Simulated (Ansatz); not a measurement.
**TaN: frozen-core PAW against all-electron methods**

```
Ta N
1.0
     0.00000    2.17900    2.22258
     2.17900    0.00000    2.22258
     2.17900    2.17900    0.00000
Ta N
1 1
Direct
  0.50000 0.50000 0.50000
  0.00000 0.00000 0.00000
```

Atom numbers follow the list: Ta1, N2.

The conventional cell has a = 3.082 Å, b = 3.082 Å, c = 4.445 Å, α = 90.00°, β = 90.00°, γ = 90.00°. Ta (atom 1) has 6 N at 2.18 to 2.22 Å as nearest neighbours. Around N (atom 2) lie 6 Ta at 2.18 to 2.22 Å.

The cell is COD entry 2310957, as deposited and not checked against the literature; nothing was relaxed. The listed cell was then made from it by scaling, straining or moving an atom.

No spin–orbit coupling, which matters for the heavy atoms here.

All numbers are computed: DFT, PBEsol, PAW with Ansatz's default frozen-core files, scalar-relativistic (Ansatz 0.2.0); DFT, PBEsol, all-electron PAW with datasets made for the crystal, scalar-relativistic (Ansatz 0.2.0); DFT, PBEsol, all-electron LAPW, scalar-relativistic (Ansatz 0.2.0).

For PAW: a Γ-centred 9×9×9 k mesh, Fermi–Dirac smearing of 0.02 eV, cutoff 420 eV, no spin polarisation; the PAW files were made with PBE, and the program remakes their frozen cores for this functional. The crystal-made all-electron datasets (AE datasets) take a cutoff of 480 eV at this cell. LAPW targets a basis error of 0.5 meV/atom. The Ansatz runs share mesh, smearing and spin set-up. Plane-wave (PAW) pressures include the program's estimate of the Pulay term.

Stress and pressure are positive in compression.

No spin–orbit coupling: at heavy atoms the gradients can be off by tens of per cent for that reason.

In a metal, gradients converge slowly with the k mesh: the values move by tens of per cent from one mesh to another, at times in sign, so only the comparison on one mesh counts.

```json
{"quantity": "pressure (GPa)", "PAW": "-2.45", "AE datasets": "-2.44", "LAPW": "-2.44"}
{"quantity": "stress xx (GPa)", "PAW": "1.98", "AE datasets": "1.95", "LAPW": "1.95"}
{"quantity": "stress zz (GPa)", "PAW": "-11.30", "AE datasets": "-11.20", "LAPW": "-11.20"}
{"quantity": "field gradient Vzz at Ta1 (10²¹ V/m²)", "PAW": "9.32", "AE datasets": "8.74", "LAPW": "–"}
{"quantity": "field gradient Vzz at N2 (10²¹ V/m²)", "PAW": "0.62", "AE datasets": "0.63", "LAPW": "–"}
```

PAW's pressure differs from the LAPW value by about 0.01 GPa or less.
